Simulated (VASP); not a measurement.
Set up this calculation in VASP 6.6.1, as the native input.

* Task: electron localisation function
* Functional: PBE
* Potentials or basis: VASP PAW PBE potentials, release 64 (Zr_sv, C)
* Cutoff: 520 eV
* k mesh: 10 × 10 × 10
* Occupations: gaussian, width 0.02 eV
* Spin: no spin polarisation
* Further INCAR settings: ALGO = Normal; EDIFF = 1e-06

The structure of ZrC lies in POSCAR:

```
ZrC
1.0
    0.0000000000      2.3650000000      2.3650000000
    2.3650000000      0.0000000000      2.3650000000
    2.3650000000      2.3650000000      0.0000000000
Zr C
1 1
Direct
    0.5000000000      0.5000000000      0.5000000000
    0.0000000000      0.0000000000      0.0000000000
```

These files were run (other wordings do the same):

INCAR

```
SYSTEM = ZrC
PREC     = Accurate       ! precision mode
ENCUT    = 520            ! plane-wave cutoff, eV
EDIFF    = 1E-6           ! SCF threshold, eV
ISMEAR   = 0              ! smearing method
SIGMA    = 0.02           ! smearing width, eV
LREAL    = .FALSE.        ! projectors in reciprocal space
LASPH    = .TRUE.         ! aspherical terms in the spheres
NELM     = 80             ! most SCF steps
ALGO     = Normal         ! electronic algorithm
ISIF     = 2              ! what is computed and relaxed
LWAVE    = .FALSE.        ! write WAVECAR
LCHARG   = .TRUE.         ! write CHGCAR
GGA      = PE             ! functional
LELF     = .TRUE.         ! ELF
```

KPOINTS

```
regular mesh
0
G
  10 10 10
  0 0 0
```

Potentials or basis: VASP PAW PBE potentials, release 64 (Zr_sv, C).

Command:

```console
$ cat potpaw_PBE.64/Zr_sv/POTCAR potpaw_PBE.64/C/POTCAR > POTCAR
$ mpirun -np 1 vasp_std > vasp.out
```

It gave:

- Pressure: -2.7 GPa
- Band gap on the k mesh: none (metal or under the smearing width)

Wall time 12 s on 1 thread of Intel(R) Xeon(R) 6975P-C (Granite Rapids) (shared host), peak memory 0.15 GiB.
